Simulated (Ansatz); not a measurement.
# CdI2-type TiSe2

The computed numbers are results of PBE, scalar-relativistic (no spin polarisation) in the plane-wave PAW code Ansatz at 420 eV, Γ-centred 12×12×6 mesh, 0.05 eV Gaussian smearing; PAW files: Ansatz's generated set soft_2.

Space group P-3m1 (No. 164). a = 3.545 Å, b = 3.545 Å, c = 6.711 Å, α = 90.00°, β = 90.00°, γ = 120.00°
| atom | site | symmetry | x | y | z |
| --- | --- | --- | --- | --- | --- |
| Ti | 1a | -3m. | 0.0000 | 0.0000 | 0.0000 |
| Se | 2d | 3m. | 0.3333 | 0.6667 | 0.2302 |

The compound is reported in the structure type of the start.

The cell above was scaled in volume, and shape and atoms were relaxed at each volume within its symmetry. Energies are counted from the cell above.

Cell and atoms are those of this level's equilibrium.

```json
{"V (Å³/atom)": "23.00", "ΔE (meV/atom)": "1.5", "P (GPa)": "0.46"}
{"V (Å³/atom)": "23.37", "ΔE (meV/atom)": "0.7", "P (GPa)": "0.29"}
{"V (Å³/atom)": "23.86", "ΔE (meV/atom)": "0.2", "P (GPa)": "0.13"}
{"V (Å³/atom)": "24.34", "ΔE (meV/atom)": "0.0", "P (GPa)": "0.00"}
{"V (Å³/atom)": "24.83", "ΔE (meV/atom)": "0.1", "P (GPa)": "-0.10"}
{"V (Å³/atom)": "25.32", "ΔE (meV/atom)": "0.4", "P (GPa)": "-0.16"}
{"V (Å³/atom)": "26.05", "ΔE (meV/atom)": "0.9", "P (GPa)": "-0.12"}
{"V (Å³/atom)": "26.78", "ΔE (meV/atom)": "1.4", "P (GPa)": "-0.12"}
```

(1) Can a bulk modulus be trusted from these points?

Answer:

(1) No. The energies are smooth (scatter 0.02 meV/atom), but the pressures don't fall steadily as the cell grows, and the fit's B0′ of 19.9 is out of the usual range: the curve is too flat or too lopsided over this range, as for soft or weakly bound crystals, and a third-order form can't fix it.

The structure is built of weakly bound layers, and this functional has no dispersion term, so their spacing and all that hangs on it (volume, the soft elastic constants, low modes, dielectric constants) are poorly given. The run is a metal.
